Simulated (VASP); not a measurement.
# SrTiO3 (Tausonite) (Pm-3m) in VASP: notebook

Runs on SrTiO3 (Tausonite). Level: PBE. Tasks: relaxation of the atoms.

Everything below comes from runs of VASP 6.6.1. Logs are shortened: lines on timing, memory, paths and dates and some standing lists are left out, and cuts for length are marked.

**1. The crystal as given**

Symmetry: Pm-3m, No. 221, cubic system. Conventional cell: a = 3.932 Å, b = 3.932 Å, c = 3.932 Å, α = 90.00°, β = 90.00°, γ = 90.00°. Sr (site symmetry m-3m) is surrounded by 12 O at 2.78 Å. Ti (site symmetry m-3m) has 6 O at 1.97 Å as nearest neighbours. O (site symmetry 4/mmm) is surrounded by 2 Ti at 1.97 Å.

**2. Relaxation of the atoms, PBE (a relaxed cell with its volume scaled by 0.94)**

The input, INCAR:

```
ALGO = Normal ; EDIFF = 1E-7
EDIFFG = -0.01 ; ENCUT = 300
GGA = PE ; IBRION = 2
ISIF = 2 ; ISMEAR = 0
LASPH = T ; LCHARG = F
LREAL = F ; LWAVE = F
NELM = 80 ; NSW = 40
PREC = Accurate ; SIGMA = 0.03
```

The input, KPOINTS:

```
k-points
0
Gamma
  4 4 4
```

The input, POSCAR:

```
SrTiO3                                  
1.0
    3.8518773296      0.0000000000     -0.0000000000
    0.0000000000      3.8518773296      0.0000000000
   -0.0000000000      0.0000000000      3.8518773296
  Sr              Ti              O             
     1     1     3
Direct
     0.5000000000000000    0.5000000000000000    0.5000000000000000
     0.0000000000000000    0.0000000000000000    0.0000000000000000
     0.5000000000000000    0.0000000000000000    0.0000000000000000
     0.0000000000000000    0.5000000000000000    0.0000000000000000
     0.0000000000000000    0.0000000000000000    0.5000000000000000
```

Potentials or basis: VASP PAW PBE potentials, release 64 (Sr_sv, Ti_sv, O_s).

The run is started by

```console
cat potpaw_PBE.64/Sr_sv/POTCAR potpaw_PBE.64/Ti_sv/POTCAR potpaw_PBE.64/O_s/POTCAR > POTCAR
mpirun -np 1 vasp_std > vasp.out
```

OUTCAR:

```text
EDIFF = 1E-7
   EDIFFG = -0.01
   ENCUT = 300
   GGA = PE
   IBRION = 2
   ISIF = 2
   ISMEAR = 0
   LASPH = T
   LREAL = F
   NELM = 80
   NSW = 40
   PREC = Accurate

 ion  position               nearest neighbor table
   1  0.500  0.500  0.500-   3 2.72   4 2.72   5 2.72   3 2.72   4 2.72   3 2.72   5 2.72   3 2.72
                             4 2.72   5 2.72   4 2.72   5 2.72   2 3.34   2 3.34   2 3.34   2 3.34
   2  0.000  0.000  0.000-   3 1.93   4 1.93   5 1.93   5 1.93   4 1.93   3 1.93   1 3.34   1 3.34
                             1 3.34   1 3.34   1 3.34   1 3.34   1 3.34   1 3.34
   3  0.500  0.000  0.000-   2 1.93   2 1.93   1 2.72   1 2.72   1 2.72   1 2.72
   4  0.000  0.500  0.000-   2 1.93   2 1.93   1 2.72   1 2.72   1 2.72   1 2.72
   5  0.000  0.000  0.500-   2 1.93   2 1.93   1 2.72   1 2.72   1 2.72   1 2.72

  LATTYP: Found a simple cubic cell.
 ALAT       =     3.8518773296

  Lattice vectors:

 A1 = (   3.8518773296,   0.0000000000,   0.0000000000)
 A2 = (   0.0000000000,   3.8518773296,   0.0000000000)
 A3 = (   0.0000000000,   0.0000000000,   3.8518773296)

Analysis of symmetry for initial positions (statically):
=====================================================================
 Subroutine PRICEL returns:
 Original cell was already a primitive cell.

 Routine SETGRP: Setting up the symmetry group for a
 simple cubic supercell.

 Subroutine GETGRP returns: Found 48 space group operations
 (whereof 48 operations were pure point group operations)
 out of a pool of 48 trial point group operations.

The static configuration has the point symmetry O_h .

Analysis of symmetry for dynamics (positions and initial velocities):
=====================================================================
 Subroutine PRICEL returns:
 Original cell was already a primitive cell.

 Routine SETGRP: Setting up the symmetry group for a
 simple cubic supercell.

 Subroutine GETGRP returns: Found 48 space group operations
 (whereof 48 operations were pure point group operations)
 out of a pool of 48 trial point group operations.

The dynamic configuration has the point symmetry O_h .

 Subroutine INISYM returns: Found 48 space group operations
 (whereof 48 operations are pure point group operations),
 and found     1 'primitive' translations

----------------------------------------------------------------------------------------

                                     Primitive cell

  volume of cell :      57.1501

  direct lattice vectors                    reciprocal lattice vectors
     3.851877330  0.000000000  0.000000000     0.259613667  0.000000000  0.000000000
     0.000000000  3.851877330  0.000000000     0.000000000  0.259613667  0.000000000
     0.000000000  0.000000000  3.851877330     0.000000000  0.000000000  0.259613667

  length of vectors
     3.851877330  3.851877330  3.851877330     0.259613667  0.259613667  0.259613667

  position of ions in fractional coordinates (direct lattice)
     0.500000000  0.500000000  0.500000000
     0.000000000  0.000000000  0.000000000
     0.500000000  0.000000000  0.000000000
     0.000000000  0.500000000  0.000000000
     0.000000000  0.000000000  0.500000000

  ion indices of the primitive-cell ions
   primitive index   ion index
                 1           1
                 2           2
                 3           3
                 4           4
                 5           5

----------------------------------------------------------------------------------------

 KPOINTS: k-points

Automatic generation of k-mesh.
 Grid dimensions read from file:
 generate k-points for:    4    4    4

 Generating k-lattice:

  Cartesian coordinates                     Fractional coordinates (reciprocal lattice)
     0.064903417  0.000000000  0.000000000     0.250000000  0.000000000  0.000000000
     0.000000000  0.064903417  0.000000000     0.000000000  0.250000000  0.000000000
     0.000000000  0.000000000  0.064903417     0.000000000  0.000000000  0.250000000

  Length of vectors
     0.064903417  0.064903417  0.064903417

  Shift w.r.t. Gamma in fractional coordinates (k-lattice)
     0.000000000  0.000000000  0.000000000

 Subroutine IBZKPT returns following result:
 ===========================================

 Found     10 irreducible k-points:

 Following reciprocal coordinates:
            Coordinates               Weight
  0.000000  0.000000  0.000000      1.000000
  0.250000  0.000000  0.000000      6.000000
  0.500000  0.000000  0.000000      3.000000
  0.250000  0.250000  0.000000     12.000000
  0.500000  0.250000  0.000000     12.000000
  0.500000  0.500000  0.000000      3.000000
  0.250000  0.250000  0.250000      8.000000
  0.500000  0.250000  0.250000     12.000000
  0.500000  0.500000  0.250000      6.000000
  0.500000  0.500000  0.500000      1.000000
   k-points           NKPTS =     10   k-points in BZ     NKDIM =     10   number of bands    NBANDS=     24
   number of dos      NEDOS =    301   number of ions     NIONS =      5
   total plane-waves  NPLWV =  13824
   dimension x,y,z NGX =    24 NGY =   24 NGZ =   24
   dimension x,y,z NGXF=    48 NGYF=   48 NGZF=   48
   ions per type =               1   1   3
   NGX,Y,Z   is equivalent  to a cutoff of  10.36, 10.36, 10.36 a.u.
   NGXF,Y,Z  is equivalent  to a cutoff of  20.72, 20.72, 20.72 a.u.
 SYSTEM =  unknown system
   PREC   = accura    normal or accurate (medium, high low for compatibility)
   ISTART =      0    job   : 0-new  1-cont  2-samecut
   ICHARG =      2    charge: 1-file 2-atom 10-const
   ISPIN  =      1    spin polarized calculation?
   LNONCOLLINEAR =      F non collinear calculations
   LSORBIT =      F    spin-orbit coupling
   LASPH  =      T    aspherical Exc in radial PAW
   ENCUT  =  300.0 eV  22.05 Ry    4.70 a.u.   5.44  5.44  5.44*2*pi/ulx,y,z
   NELM   =     80;   NELMIN=  2; NELMDL= -5     # of ELM steps
   EDIFF  = 0.1E-06   stopping-criterion for ELM
   LREAL  =      F    real-space projection
   EDIFFG = -.1E-01   stopping-criterion for IOM
   NSW    =     40    number of steps for IOM
   IBRION =      2    ionic relax: 0-MD 1-quasi-New 2-CG
   NFREE  =      1    steps in history (QN), initial steepest desc. (CG)
   ISIF   =      2    stress and relaxation
   ISYM   =      2    0-nonsym 1-usesym 2-fastsym
   POTIM  = 0.5000    time-step for ionic-motion
   TEBEG  =    0.0;   TEEND  =   0.0 temperature during run
   PSTRESS=    0.0 pullay stress
   NELECT =      40.0000    total number of electrons
   NUPDOWN=      -1.0000    fix difference up-down
   EMIN   =  10.00;   EMAX   =-10.00  energy-range for DOS
   EFERMI =   0.00;   METHOD = LEGACY
   ISMEAR =     0;   SIGMA  =   0.03  broadening in eV -4-tet -1-fermi 0-gaus
   EFERMI_NEDOS =   21; number of points for ismear=-14 and -15
   IALGO  =     38    algorithm
   IMIX   =      4    mixing-type and parameters
     AMIX     =   0.40;   BMIX     =  1.00
     AMIX_MAG =   1.60;   BMIX_MAG =  1.00
  volume/ion in A,a.u.               =      11.43        77.13
  Fermi-wavevector in a.u.,A,eV,Ry     =   1.453525  2.746763 28.745487  2.112734
  Thomas-Fermi vector in A             =   2.570781
   LORBIT       =      0    0 simple, 1 ext, 2 COOP (PROOUT), +10 PAW based schemes
   GGA     = PE    functional components
   LHFCALC =     F    Hartree Fock is set to
   AEXX    =    0.0000 exact exchange contribution
   IVDW    =     0    specifies the selected vdW correction
   LEPSILON=     F    determine dielectric tensor
   LRPA    =     F    only Hartree local field effects (RPA)
 conjugate gradient relaxation of ions
 non-spin polarized calculation
 Gauss-broadening in eV      SIGMA  =   0.03
  energy-cutoff  :      300.00
  volume of cell :       57.15
 maximum number of plane-waves:       691
 NGX is ok and might be reduce to    24
   NGX = 11   NGY = 11   NGZ = 11

 number of electron      39.9999965 magnetization

 Free energy of the ion-electron system (eV)
  ---------------------------------------------------
  ext. energy  EPLUGINS =         0.00000000
  ---------------------------------------------------
  free energy    TOTEN  =       -39.89234288 eV

  energy without entropy =      -39.89234288  energy(sigma->0) =      -39.89234288

 E-fermi :   5.1281     XC(G=0): -11.4965

 val. band max:        4.8176085711   @ k =   0.5000   0.5000   0.5000
 cond. band min:       6.7279406473   @ k =   0.0000   0.0000   0.0000
 fundamental gap:      1.9103320762
 Fermi energy:         5.1280847312

 k-point     1 :       0.0000    0.0000    0.0000
  band No.  band energies     occupation
      1     -51.4688      2.00000
      2     -27.8531      2.00000
      3     -27.7790      2.00000
      4     -27.7790      2.00000
      5     -27.7790      2.00000
      6     -12.7427      2.00000
[... 16 lines left out ...]
     23       6.7279      0.00000
     24       9.3972      0.00000

 k-point     2 :       0.2500    0.0000    0.0000
  band No.  band energies     occupation
      1     -51.4679      2.00000
      2     -27.9265      2.00000
      3     -27.7772      2.00000
      4     -27.7772      2.00000
      5     -27.7338      2.00000
      6     -12.8297      2.00000
[... 16 lines left out ...]
     23       7.8637      0.00000
     24       9.4186      0.00000

 k-point     3 :       0.5000    0.0000    0.0000
  band No.  band energies     occupation
      1     -51.4669      2.00000
      2     -27.9807      2.00000
      3     -27.7754      2.00000
      4     -27.7754      2.00000
      5     -27.7073      2.00000
      6     -13.0061      2.00000
[... 16 lines left out ...]
     23       8.7945      0.00000
     24       9.4268      0.00000
[... 136 lines left out ...]
 k-point     9 :       0.5000    0.5000    0.2500
  band No.  band energies     occupation
      1     -51.4639      2.00000
      2     -27.8601      2.00000
      3     -27.8601      2.00000
      4     -27.8150      2.00000
      5     -27.7895      2.00000
      6     -11.7145      2.00000
[... 16 lines left out ...]
     23       9.3926      0.00000
     24      11.9236      0.00000

 k-point    10 :       0.5000    0.5000    0.5000
  band No.  band energies     occupation
      1     -51.4629      2.00000
      2     -27.8578      2.00000
      3     -27.8577      2.00000
      4     -27.8577      2.00000
      5     -27.7783      2.00000
      6     -11.3050      2.00000
[... 16 lines left out ...]
     23       9.5206      0.00000
     24      11.9244      0.00000

------------------------ aborting loop because EDIFF is reached ----------------------------------------

  FORCE on cell =-STRESS in cart. coord.  units (eV):
  Direction    XX          YY          ZZ          XY          YZ          ZX
  --------------------------------------------------------------------------------------
  -------------------------------------------------------------------------------------
  Total        4.4766466      4.4766466      4.4766466     -0.0000000     -0.0000000      0.0000000
  in kB      125.5006705    125.5006705    125.5006705     -0.0000000     -0.0000000      0.0000000
  external PRESSURE =     125.5006705 kB  Pullay stress =       0.0000000 kB

 VOLUME and BASIS-vectors are now :
 -----------------------------------------------------------------------------
  energy-cutoff  :      300.00
  volume of cell :       57.15
      direct lattice vectors                 reciprocal lattice vectors
     3.851877330  0.000000000  0.000000000     0.259613667  0.000000000  0.000000000
     0.000000000  3.851877330  0.000000000     0.000000000  0.259613667  0.000000000
     0.000000000  0.000000000  3.851877330     0.000000000  0.000000000  0.259613667

 POSITION                                       TOTAL-FORCE (eV/Angst)
 -----------------------------------------------------------------------------------
      1.92594      1.92594      1.92594         0.000000      0.000000      0.000000
      0.00000      0.00000      0.00000         0.000000      0.000000      0.000000
      1.92594      0.00000      0.00000         0.000000      0.000000      0.000000
      0.00000      1.92594      0.00000         0.000000      0.000000      0.000000
      0.00000      0.00000      1.92594         0.000000      0.000000      0.000000
 -----------------------------------------------------------------------------------
    total drift:                                0.000000      0.000000     -0.000000

  FREE ENERGIE OF THE ION-ELECTRON SYSTEM (eV)
  ---------------------------------------------------
  free  energy   TOTEN  =       -39.8923428781 eV

  energy  without entropy=      -39.8923428781  energy(sigma->0) =      -39.89234288

 reached required accuracy - stopping structural energy minimisation
```

It took 8.3 s on 1 thread of Intel Xeon Platinum 8488C (Sapphire Rapids), shared host; peak memory 0.13 GiB.

What came out:

```
Free energy            : -39.8923 eV
Band gap on the k mesh : 1.91 eV, indirect (least direct gap 2.25 eV)
```

Final structure:
```cif
data_structure
_symmetry_space_group_name_H-M 'P 1'
_symmetry_Int_Tables_number 1
_cell_length_a 3.8519
_cell_length_b 3.8519
_cell_length_c 3.8519
_cell_angle_alpha 90.000
_cell_angle_beta 90.000
_cell_angle_gamma 90.000
_cell_volume 57.15
loop_
_atom_site_label
_atom_site_type_symbol
_atom_site_fract_x
_atom_site_fract_y
_atom_site_fract_z
_atom_site_occupancy
Sr1 Sr 0.50000 0.50000 0.50000 1
Ti1 Ti 0.00000 0.00000 0.00000 1
O1 O 0.50000 0.00000 0.00000 1
O2 O 0.00000 0.50000 0.00000 1
O3 O 0.00000 0.00000 0.50000 1
```

Caveat: the cutoff is under 1.25 times the usual one of these potentials, so pressure, stress and relaxed cells hold a basis-set (Pulay) error; the relaxation stopped at its first step, so nothing moved. A k mesh can miss the band edges.

**3. Relaxation of the atoms, PBE (a relaxed cell with its volume scaled by 0.96)**

INCAR is that of step 2.

KPOINTS is that of step 2.

Changes to POSCAR since step 2:

```diff
@@ -2,5 +2,5 @@
 1.0
-    3.8518773296      0.0000000000     -0.0000000000
-    0.0000000000      3.8518773296      0.0000000000
-   -0.0000000000      0.0000000000      3.8518773296
+    3.8790041200      0.0000000000     -0.0000000000
+    0.0000000000      3.8790041200      0.0000000000
+   -0.0000000000      0.0000000000      3.8790041200
   Sr              Ti              O
```

Potentials or basis: VASP PAW PBE potentials, release 64 (Sr_sv, Ti_sv, O_s).

The run is started by

```console
cat potpaw_PBE.64/Sr_sv/POTCAR potpaw_PBE.64/Ti_sv/POTCAR potpaw_PBE.64/O_s/POTCAR > POTCAR
mpirun -np 1 vasp_std > vasp.out
```

Wall time 7.7 s (1 thread of Intel Xeon Platinum 8488C (Sapphire Rapids), shared host); peak memory 0.13 GiB.

The run converged. Its results:

```yaml
Free_energy: -39.9800 eV
Band_gap_on_the_k_mesh: 1.87 eV, indirect (least direct gap 2.23 eV)
```

Final structure:
```xyz
5
Lattice="3.8790 0.0000 0.0000 0.0000 3.8790 0.0000 0.0000 0.0000 3.8790" Properties=species:S:1:pos:R:3 pbc="T T T"
Sr    1.9395    1.9395    1.9395
Ti    0.0000    0.0000    0.0000
O     1.9395    0.0000    0.0000
O     0.0000    1.9395    0.0000
O     0.0000    0.0000    1.9395
```

Levels at points of the mesh, in eV from the valence-band top:
```csv
k point,band 17,band 18,band 19,band 20,band 21,band 22,band 23,band 24
"(0.00, 0.00, 0.00)",-1.21,-0.35,-0.35,-0.35,1.87,1.87,1.87,4.43
"(0.50, 0.00, 0.00)",-2.41,-2.05,-0.74,-0.74,2.05,3.86,3.86,4.45
"(0.50, 0.50, 0.00)",-1.73,-1.59,-1.59,-0.10,3.87,3.87,4.33,5.46
"(0.50, 0.50, 0.50)",-3.80,0.00,0.00,0.00,4.57,4.57,4.57,7.02
```

Caveat: the cutoff is under 1.25 times the usual one of these potentials, so pressure, stress and relaxed cells hold a basis-set (Pulay) error; the relaxation stopped at its first step, so nothing moved. A k mesh can miss the band edges.

(Part 1 of 2 ends here.)
